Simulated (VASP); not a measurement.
# TiSi2 (Fddd) in VASP: a series of runs

One crystal, TiSi2, is run at these levels: LDA; tasks: relaxation of cell and atoms.

All numbers are computed with VASP 6.6.1; they aren't measurements. Logs are shortened: lines on timing, memory, paths and dates and some standing lists are left out, and cuts for length are marked.

## 1. The structure

The structure is orthorhombic, space group Fddd (No. 70). Conventional cell: a = 4.779 Å, b = 8.235 Å, c = 8.526 Å, α = 90.00°, β = 90.00°, γ = 90.00°. Ti (site symmetry 222) is surrounded by 10 Si at 2.55 to 2.78 Å. Si (site symmetry 2) has 5 Si at 2.52 to 2.79 Å and 5 Ti at 2.55 to 2.78 Å as nearest neighbours.

The cell is a database's computed one.

## 2. Relaxation of cell and atoms, LDA, target pressure 2 GPa, at which the enthalpy is minimised

File INCAR:

```
SYSTEM = TiSi2
PREC = Accurate
ENCUT = 600
EDIFF = 1E-6
ISMEAR = -1
SIGMA = 0.05
LREAL = .FALSE.
LASPH = .TRUE.
NELM = 100
ALGO = Normal
ISIF = 3
LWAVE = .FALSE.
LCHARG = .FALSE.
GGA = CA
IBRION = 2
NSW = 60
EDIFFG = -0.02
PSTRESS = 20
```

File KPOINTS:

```
regular mesh
0
G
  5 5 5
  0 0 0
```

File POSCAR:

```
TiSi2
1.0
    0.0000000000      4.1175163063      4.2628978354
    2.3895119538      0.0000000000      4.2628978354
    2.3895119538      4.1175163063      0.0000000000
Ti Si
2 4
Direct
    0.7500000000      0.7500000000      0.7500000000
    0.5000000000      0.5000000000      0.5000000000
    0.4125656100      0.0874343900      0.4125656100
    0.0874343900      0.4125656100      0.0874343900
    0.1625656100      0.8374343900      0.1625656100
    0.8374343900      0.1625656100      0.8374343900
```

Potentials or basis: VASP PAW LDA potentials, release 64 (Ti_sv, Si).

On the command line:

```bash
$ cat potpaw_LDA.64/Ti_sv/POTCAR potpaw_LDA.64/Si/POTCAR > POTCAR
$ mpirun -np 1 vasp_std > vasp.out
```

OUTCAR:

```text
SYSTEM = TiSi2
   PREC = Accurate
   ENCUT = 600
   EDIFF = 1E-6
   ISMEAR = -1
   LREAL = .FALSE.
   LASPH = .TRUE.
   NELM = 100
   ISIF = 3
   GGA = CA
   IBRION = 2
   NSW = 60
   EDIFFG = -0.02
   PSTRESS = 20

 ion  position               nearest neighbor table
   1  0.750  0.750  0.750-   6 2.55   5 2.55   6 2.55   5 2.55   3 2.74   3 2.74   4 2.74   4 2.74
                             3 2.78   4 2.78
   2  0.500  0.500  0.500-   4 2.55   3 2.55   4 2.55   3 2.55   5 2.74   5 2.74   6 2.74   6 2.74
                             5 2.78   6 2.78
   3  0.413  0.087  0.413-   6 2.52   6 2.52   2 2.55   2 2.55   4 2.68   1 2.74   1 2.74   1 2.78
                             4 2.79   4 2.79
   4  0.087  0.413  0.087-   5 2.52   5 2.52   2 2.55   2 2.55   3 2.68   1 2.74   1 2.74   1 2.78
                             3 2.79   3 2.79
   5  0.163  0.837  0.163-   4 2.52   4 2.52   1 2.55   1 2.55   6 2.68   2 2.74   2 2.74   2 2.78
                             6 2.79   6 2.79
   6  0.837  0.163  0.837-   3 2.52   3 2.52   1 2.55   1 2.55   5 2.68   2 2.74   2 2.74   2 2.78
                             5 2.79   5 2.79

  LATTYP: Found a face centered orthorhombic cell.
 ALAT       =     4.7790239076
 B/A-ratio  =     1.7231620456
 C/A-ratio  =     1.7840035613

  Lattice vectors:

 A1 = (   0.0000000000,   4.1175163063,   4.2628978354)
 A2 = (   2.3895119538,   0.0000000000,   4.2628978354)
 A3 = (   2.3895119538,   4.1175163063,   0.0000000000)

Analysis of symmetry for initial positions (statically):
=====================================================================
 Subroutine PRICEL returns:
 Original cell was already a primitive cell.

 Routine SETGRP: Setting up the symmetry group for a
 face centered orthorhombic supercell.

 Subroutine GETGRP returns: Found  8 space group operations
 (whereof  4 operations were pure point group operations)
 out of a pool of  8 trial point group operations.

The static configuration has the point symmetry D_2 .
 The point group associated with its full space group is D_2h.

Analysis of symmetry for dynamics (positions and initial velocities):
=====================================================================
 Subroutine PRICEL returns:
 Original cell was already a primitive cell.

 Routine SETGRP: Setting up the symmetry group for a
 face centered orthorhombic supercell.

 Subroutine GETGRP returns: Found  8 space group operations
 (whereof  4 operations were pure point group operations)
 out of a pool of  8 trial point group operations.

The dynamic configuration has the point symmetry D_2 .
 The point group associated with its full space group is D_2h.

 Subroutine INISYM returns: Found  8 space group operations
 (whereof  4 operations are pure point group operations),
 and found     1 'primitive' translations

----------------------------------------------------------------------------------------

                                     Primitive cell

  volume of cell :      83.8841

  direct lattice vectors                    reciprocal lattice vectors
     0.000000000  4.117516306  4.262897835    -0.209247750  0.121432427  0.117291106
     2.389511954  0.000000000  4.262897835     0.209247750 -0.121432427  0.117291106
     2.389511954  4.117516306  0.000000000     0.209247750  0.121432427 -0.117291106

  length of vectors
     5.926739280  4.886928006  4.760641544     0.268863643  0.268863643  0.268863643

  position of ions in fractional coordinates (direct lattice)
     0.750000000  0.750000000  0.750000000
     0.500000000  0.500000000  0.500000000
     0.412565610  0.087434390  0.412565610
     0.087434390  0.412565610  0.087434390
     0.162565610  0.837434390  0.162565610
     0.837434390  0.162565610  0.837434390

  ion indices of the primitive-cell ions
   primitive index   ion index
                 1           1
                 2           2
                 3           3
                 4           4
                 5           5
                 6           6

----------------------------------------------------------------------------------------

 KPOINTS: regular mesh

Automatic generation of k-mesh.
 Grid dimensions read from file:
 generate k-points for:    5    5    5

 Generating k-lattice:

  Cartesian coordinates                     Fractional coordinates (reciprocal lattice)
    -0.041849550  0.024286485  0.023458221     0.200000000  0.000000000  0.000000000
     0.041849550 -0.024286485  0.023458221     0.000000000  0.200000000 -0.000000000
     0.041849550  0.024286485 -0.023458221     0.000000000 -0.000000000  0.200000000

  Length of vectors
     0.053772729  0.053772729  0.053772729

  Shift w.r.t. Gamma in fractional coordinates (k-lattice)
     0.000000000  0.000000000  0.000000000

 Subroutine IBZKPT returns following result:
 ===========================================

 Found     27 irreducible k-points:

 Following reciprocal coordinates:
            Coordinates               Weight
  0.000000  0.000000  0.000000      1.000000
  0.200000 -0.000000 -0.000000      8.000000
  0.400000  0.000000  0.000000      8.000000
  0.200000  0.200000  0.000000      2.000000
  0.400000  0.200000 -0.000000      8.000000
 -0.400000  0.200000  0.000000      8.000000
[... 16 lines left out ...]
 -0.400000  0.000000  0.400000      4.000000
 -0.400000  0.200000  0.400000      4.000000
 [... further k-points ...]
   k-points           NKPTS =     27   k-points in BZ     NKDIM =     27   number of bands    NBANDS=     24
   number of dos      NEDOS =    301   number of ions     NIONS =      6
   total plane-waves  NPLWV =  76800
   dimension x,y,z NGX =    48 NGY =   40 NGZ =   40
   dimension x,y,z NGXF=    96 NGYF=   80 NGZF=   80
   ions per type =               2   4
   NGX,Y,Z   is equivalent  to a cutoff of  13.46, 13.61, 13.97 a.u.
   NGXF,Y,Z  is equivalent  to a cutoff of  26.93, 27.21, 27.94 a.u.
 SYSTEM =  TiSi2
   PREC   = accura    normal or accurate (medium, high low for compatibility)
   ISTART =      0    job   : 0-new  1-cont  2-samecut
   ICHARG =      2    charge: 1-file 2-atom 10-const
   ISPIN  =      1    spin polarized calculation?
   LNONCOLLINEAR =      F non collinear calculations
   LSORBIT =      F    spin-orbit coupling
   LASPH  =      T    aspherical Exc in radial PAW
   ENCUT  =  600.0 eV  44.10 Ry    6.64 a.u.  11.84  9.76  9.51*2*pi/ulx,y,z
   NELM   =    100;   NELMIN=  2; NELMDL= -5     # of ELM steps
   EDIFF  = 0.1E-05   stopping-criterion for ELM
   LREAL  =      F    real-space projection
   EDIFFG = -.2E-01   stopping-criterion for IOM
   NSW    =     60    number of steps for IOM
   IBRION =      2    ionic relax: 0-MD 1-quasi-New 2-CG
   NFREE  =      1    steps in history (QN), initial steepest desc. (CG)
   ISIF   =      3    stress and relaxation
   ISYM   =      2    0-nonsym 1-usesym 2-fastsym
   POTIM  = 0.5000    time-step for ionic-motion
   TEBEG  =    0.0;   TEEND  =   0.0 temperature during run
   PSTRESS=   20.0 pullay stress
   NELECT =      40.0000    total number of electrons
   NUPDOWN=      -1.0000    fix difference up-down
   EMIN   =  10.00;   EMAX   =-10.00  energy-range for DOS
   EFERMI =   0.00;   METHOD = LEGACY
   ISMEAR =    -1;   SIGMA  =   0.05  broadening in eV -4-tet -1-fermi 0-gaus
   EFERMI_NEDOS =   21; number of points for ismear=-14 and -15
   IALGO  =     38    algorithm
   IMIX   =      4    mixing-type and parameters
     AMIX     =   0.40;   BMIX     =  1.00
     AMIX_MAG =   1.60;   BMIX_MAG =  1.00
  volume/ion in A,a.u.               =      13.98        94.35
  Fermi-wavevector in a.u.,A,eV,Ry     =   1.278994  2.416947 22.256742  1.635824
  Thomas-Fermi vector in A             =   2.411504
   LORBIT       =      0    0 simple, 1 ext, 2 COOP (PROOUT), +10 PAW based schemes
   GGA     = CA    functional components
   LHFCALC =     F    Hartree Fock is set to
   AEXX    =    0.0000 exact exchange contribution
   IVDW    =     0    specifies the selected vdW correction
   LEPSILON=     F    determine dielectric tensor
   LRPA    =     F    only Hartree local field effects (RPA)
 conjugate gradient relaxation of ions
 non-spin polarized calculation
  energy-cutoff  :      600.00
  volume of cell :       83.88
 maximum number of plane-waves:      2827
   NGX = 23   NGY = 19   NGZ = 19

--------------------------------------- Ionic step        1  -------------------------------------------

 number of electron      39.9999999 magnetization

 Free energy of the ion-electron system (eV)
  ---------------------------------------------------
  ext. energy  EPLUGINS =         0.00000000
  ---------------------------------------------------
  free energy    TOTEN  =       -44.88434992 eV

  energy without entropy =      -44.86347036  energy(sigma->0) =      -44.87391014

 E-fermi :   9.9809     XC(G=0): -11.8906

 val. band max:        9.9802946138   @ k =   0.4000   0.0000   0.0000
 cond. band min:      10.0176409371   @ k =  -0.2000   0.2000   0.0000
 fundamental gap:      0.0373463233
 Fermi energy:         9.9809399088

 k-point     1 :       0.0000    0.0000    0.0000
  band No.  band energies     occupation
      1     -45.4963      2.00000
      2     -45.4658      2.00000
      3     -22.2666      2.00000
      4     -22.2645      2.00000
      5     -22.1736      2.00000
      6     -22.1582      2.00000
[... 16 lines left out ...]
     23      13.1734      0.00000
     24      13.3704      0.00000
[... 780 lines left out ...]
  FREE ENERGIE OF THE ION-ELECTRON SYSTEM (eV)
  ---------------------------------------------------
  free  energy   TOTEN  =       -44.9249492935 eV

  energy  without entropy=      -44.9038637154  energy(sigma->0) =      -44.91440650

  enthalpy is  TOTEN    =       -43.9259460695 eV   P V=        0.9990032240

--------------------------------------- Ionic step        5  -------------------------------------------

 number of electron      40.0000001 magnetization

 Free energy of the ion-electron system (eV)
  ---------------------------------------------------
  ext. energy  EPLUGINS =         0.00000000
  ---------------------------------------------------
  free energy    TOTEN  =       -44.92539093 eV

  energy without entropy =      -44.90432819  energy(sigma->0) =      -44.91485956

 E-fermi :  10.5770     XC(G=0): -12.1018

 val. band max:       10.5767578260   @ k =   0.4000   0.0000   0.0000
 cond. band min:      10.6100499410   @ k =   0.0000   0.2000   0.2000
 fundamental gap:      0.0332921150
 Fermi energy:        10.5769887133

 k-point     1 :       0.0000    0.0000    0.0000
  band No.  band energies     occupation
      1     -44.7631      2.00000
      2     -44.7255      2.00000
      3     -21.5748      2.00000
      4     -21.5487      2.00000
      5     -21.4551      2.00000
      6     -21.4377      2.00000
[... 16 lines left out ...]
     23      13.9725      0.00000
     24      14.1991      0.00000
[... 643 lines left out ...]
 POSITION                                       TOTAL-FORCE (eV/Angst)
 -----------------------------------------------------------------------------------
      3.52249      6.05078      6.33770         0.000000     -0.000000      0.000000
      2.34832      4.03385      4.22514        -0.000000     -0.000000     -0.000000
      1.17416      3.32988      2.11257        -0.000000      0.015545     -0.000000
      1.17416      0.70397      2.11257        -0.000000     -0.015545     -0.000000
      2.34832      1.31295      4.22514         0.000000      0.015545      0.000000
      2.34832      6.75475      4.22514         0.000000     -0.015545      0.000000
 -----------------------------------------------------------------------------------
    total drift:                               -0.000000     -0.000000     -0.000000

  FREE ENERGIE OF THE ION-ELECTRON SYSTEM (eV)
  ---------------------------------------------------
  free  energy   TOTEN  =       -44.9253909307 eV

  energy  without entropy=      -44.9043281933  energy(sigma->0) =      -44.91485956

  enthalpy is  TOTEN    =       -43.9261549227 eV   P V=        0.9992360080

 reached required accuracy - stopping structural energy minimisation
```

Wall time 5.6 min (1 thread of AMD EPYC 7R43 (Zen 3), shared host); peak memory 0.22 GiB.

Results:

```
Free energy                                            : -44.9254 eV
Relaxed volume                                         : 13.34 Å³/atom
Relaxed cell                                           : a = 5.842 Å, b = 4.834 Å, c = 4.668 Å, α = 75.85°, β = 53.36°, γ = 50.79°
Space group after relaxing (to 0.05 Å)                 : Fddd (No. 70)
Energy change on relaxing (the enthalpy is what falls) : -6.8 meV/atom
Ionic steps                                            : 5
Pressure after relaxing                                : 2.0 GPa
Largest force after relaxing                           : 0.016 eV/Å
Band gap on the k mesh                                 : none (metal or under the smearing width)
```

Forces on the atoms (eV/Å):
```
Ti   0.000  0.000  0.000
Ti   0.000  0.000  0.000
Si   0.000  0.016  0.000
Si   0.000 -0.016  0.000
Si   0.000  0.016  0.000
Si   0.000 -0.016  0.000
```

Stress tensor (GPa, compression positive):
```
1.91 0.00 0.00
0.00 2.07 0.00
0.00 0.00 2.00
```

The path:
```csv
step,energy change (eV),largest force (eV/Å),pressure (GPa),volume (Å³)
1,0.0000,0.0103,-4.89,83.88
2,0.0792,0.0605,9.83,76.79
3,-0.0387,0.0337,2.08,80.12
4,-0.0406,0.0107,1.96,80.03
5,-0.0410,0.0155,2.00,80.05
```

Final structure:
```
CELL_PARAMETERS angstrom
0.00000 4.03385 4.22514
2.34832 0.00000 4.22514
2.34832 4.03385 0.00000
ATOMIC_POSITIONS crystal
Ti 0.75000 0.75000 0.75000
Ti 0.50000 0.50000 0.50000
Si 0.41274 0.08726 0.41274
Si 0.08726 0.41274 0.08726
Si 0.16274 0.83726 0.16274
Si 0.83726 0.16274 0.83726
```

Caveat: the cell is relaxed towards a set pressure, so the enthalpy falls and the energy may rise.

## 3. Relaxation of cell and atoms, LDA, target pressure 5 GPa, at which the enthalpy is minimised

INCAR: that of step 2 with these lines changed.

```diff
@@ -17,2 +17,2 @@
 EDIFFG = -0.02
-PSTRESS = 20
+PSTRESS = 50
```

KPOINTS is that of step 2.

POSCAR is that of step 2.

Potentials or basis: VASP PAW LDA potentials, release 64 (Ti_sv, Si).

On the command line:

```bash
$ cat potpaw_LDA.64/Ti_sv/POTCAR potpaw_LDA.64/Si/POTCAR > POTCAR
$ mpirun -np 1 vasp_std > vasp.out
```

It took 7.6 min on 1 thread of AMD EPYC 7R43 (Zen 3), shared host; peak memory 0.21 GiB.

It converged, with:

```yaml
Free_energy: -44.8968 eV
Relaxed_volume: 13.12 Å³/atom
Relaxed_cell: a = 5.810 Å, b = 4.812 Å, c = 4.637 Å, α = 75.87°, β = 53.42°, γ = 50.71°
Space_group_after_relaxing_to_0.05_Å: Fddd (No. 70)
Energy_change_on_relaxing_the_enthalpy_is_what_falls: -2.1 meV/atom
Ionic_steps: 8
Pressure_after_relaxing: 4.9 GPa
Largest_force_after_relaxing: 0.013 eV/Å
Band_gap_on_the_k_mesh: none (metal or under the smearing width)
```

Forces on the atoms (eV/Å):
```
Ti   0.000  0.000  0.000
Ti   0.000  0.000  0.000
Si   0.000  0.013  0.000
Si   0.000 -0.013  0.000
Si   0.000  0.013  0.000
Si   0.000 -0.013  0.000
```

Stress tensor (GPa, compression positive):
```
4.92 0.00 0.00
0.00 4.93 0.00
0.00 0.00 4.81
```

Step by step:
```csv
step,energy change (eV),largest force (eV/Å),pressure (GPa),volume (Å³)
1,0.0000,0.0103,-4.89,83.88
2,0.3365,0.0967,18.35,73.83
3,-0.0098,0.0466,4.97,78.80
4,-0.0067,0.0473,5.19,78.70
5,-0.0072,0.0154,5.14,78.55
6,-0.0089,0.0231,5.15,78.59
7,-0.0088,0.0226,5.15,78.59
8,-0.0125,0.0128,4.89,78.70
```

Final structure:
```yaml
crystal:
  lattice:
    - [0.00000, 4.00700, 4.20749]
    - [2.33408, 0.00000, 4.20749]
    - [2.33408, 4.00700, 0.00000]
  atoms:
    - { symbol: Ti, position: [0.75000, 0.75000, 0.75000] }
    - { symbol: Ti, position: [0.50000, 0.50000, 0.50000] }
    - { symbol: Si, position: [0.41292, 0.08708, 0.41292] }
    - { symbol: Si, position: [0.08708, 0.41292, 0.08708] }
    - { symbol: Si, position: [0.16292, 0.83708, 0.16292] }
    - { symbol: Si, position: [0.83708, 0.16292, 0.83708] }
```

Levels at points of the mesh, in eV from the Fermi level:
| k point | band 17 | band 18 | band 19 | band 20 | band 21 | band 22 | band 23 | band 24 |
| --- | --- | --- | --- | --- | --- | --- | --- | --- |
| (0.00, 0.00, 0.00) | -2.34 | -1.87 | -1.63 | -1.21 | -0.93 | 2.24 | 3.47 | 3.66 |

Caveat: the cell is relaxed towards a set pressure, so the enthalpy falls and the energy may rise.

## 4. Relaxation of cell and atoms, LDA, target pressure 10 GPa, at which the enthalpy is minimised

INCAR: that of step 3 with these lines changed.

```diff
@@ -17,2 +17,2 @@
 EDIFFG = -0.02
-PSTRESS = 50
+PSTRESS = 100
```

KPOINTS is that of step 3.

POSCAR is that of step 3.

On the command line:

```bash
$ cat potpaw_LDA.64/Ti_sv/POTCAR potpaw_LDA.64/Si/POTCAR > POTCAR
$ mpirun -np 1 vasp_std > vasp.out
```

It took 11 min on 1 thread of AMD EPYC 7R43 (Zen 3), shared host; peak memory 0.22 GiB.

The run converged. Its results:

* Free energy: -44.7997 eV
* Relaxed volume: 12.77 Å³/atom
* Relaxed cell: a = 5.759 Å, b = 4.775 Å, c = 4.589 Å, α = 75.87°, β = 53.52°, γ = 50.61°
* Space group after relaxing (to 0.05 Å): Fddd (No. 70)
* Energy change on relaxing (the enthalpy is what falls): +14.1 meV/atom
* Ionic steps: 8
* Pressure after relaxing: 10.0 GPa
* Largest force after relaxing: 0.020 eV/Å
* Band gap on the k mesh: none (metal or under the smearing width)

Forces on the atoms (eV/Å):
```
Ti   0.000  0.000  0.000
Ti   0.000  0.000  0.000
Si   0.000  0.020  0.000
Si   0.000 -0.020  0.000
Si   0.000  0.020  0.000
Si   0.000 -0.020  0.000
```

Stress tensor (GPa, compression positive):
```
10.04  0.00  0.00
 0.00 10.04  0.00
 0.00  0.00  9.89
```

The path:
```
step  energy change (eV)  largest force (eV/Å)  pressure (GPa)  volume (Å³)
   1              0.0000                0.0103           -4.89        83.88
   2              1.1304                0.1706           36.04        69.07
   3              0.0779                0.0673            9.69        76.88
   4              0.0863                0.0687           10.04        76.74
   5              0.0904                0.0222           10.03        76.53
   6              0.0854                0.0346           10.03        76.58
   7              0.0856                0.0339           10.02        76.58
   8              0.0846                0.0195            9.99        76.59
```

Final structure:
```yaml
crystal:
  lattice:
    - [0.00000, 3.96409, 4.17735]
    - [2.31269, 0.00000, 4.17735]
    - [2.31269, 3.96409, 0.00000]
  atoms:
    - { symbol: Ti, position: [0.75000, 0.75000, 0.75000] }
    - { symbol: Ti, position: [0.50000, 0.50000, 0.50000] }
    - { symbol: Si, position: [0.41305, 0.08695, 0.41305] }
    - { symbol: Si, position: [0.08695, 0.41305, 0.08695] }
    - { symbol: Si, position: [0.16305, 0.83695, 0.16305] }
    - { symbol: Si, position: [0.83695, 0.16305, 0.83695] }
```

Levels at points of the mesh, in eV from the Fermi level:
| k point | band 18 | band 19 | band 20 | band 21 | band 22 | band 23 |
| --- | --- | --- | --- | --- | --- | --- |
| (0.00, 0.00, 0.00) | -1.86 | -1.63 | -1.21 | -0.96 | 2.30 | 3.58 |

Caveat: the cell is relaxed towards a set pressure, so the enthalpy falls and the energy may rise.

(Part 1 of 2 ends here.)
